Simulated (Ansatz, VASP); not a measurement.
# One calculation of Cu, two programs

```
Cu
1.0
     0.00000    2.48551    2.48551
     2.48551    0.00000    2.48551
     2.48551    2.48551    0.00000
Cu
2
Direct
  0.87500 0.87500 0.87500
  0.12500 0.12500 0.12500
```

Change from the starting cell: volume scaled by 0.9, PAW files.

Alike in both runs: task single point; functional LDA; k mesh 15 × 15 × 15; occupations fermi-dirac, width 0.08 eV; no spin polarisation.

|  | VASP | Ansatz |
| --- | --- | --- |
| version | VASP 6.6.1 | Ansatz 0.2.0 |
| potentials or method | VASP PAW LDA potentials, release 64 (Cu) | PAW with Ansatz's default frozen-core files, scalar-relativistic |
| plane-wave cutoff (eV) | 520 | 420 |
| valence electrons in the cell | 22 | 38 |

```csv
,VASP,Ansatz,Ansatz less VASP
pressure (GPa),11.2,10.7,-0.47
```

The two sets of potentials don't hold the same shells in valence.
